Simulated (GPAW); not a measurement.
TaN:

```
Ta N
1.0
     0.00000    2.49114    2.49114
     2.49114    0.00000    2.49114
     2.49114    2.49114    0.00000
Ta N
1 1
Cartesian
  0.0000 0.0000 0.0000
  1.2456 1.2456 1.2456
```

The cell comes from a database or a generator and needn't be the stable form of this composition.

Base run:

| Quantity | Value |
| --- | --- |
| Program | GPAW 26.7.0 |
| Functional | PBEsol |
| Potentials or basis | PAW data sets generated in the run's folder for this functional |
| Cutoff | 600 eV |
| Basis | pw |
| k mesh | 7 × 7 × 7 |
| Occupations | gaussian, width 0.05 eV |
| Spin | collinear spin, ferromagnetic start |
| Starting moments | [2.0, 0.0] μB |
| Fixed moment | 2 μB |
| Hubbard terms | Ta d U = 6 eV |

Its results: pressure 4.5 GPa; net moment 2.00 μB per cell; site moments Ta +1.76; N -0.03 μB.

**Question.** The run is repeated on the same cell with these changes: fixed moment from 2 μB to none; hubbard terms from Ta d U = 6 eV to Ta d U = 10 eV. What comes out?

**Answer.** Pressure 22.1 GPa; net moment 2.00 μB per cell; site moments Ta +1.90; N +0.01 μB.

Caveats: the cutoff is short for stress and forces, so pressures can be off by a GPa or more; the total moment is fixed, so each spin has its own Fermi level (some runs).
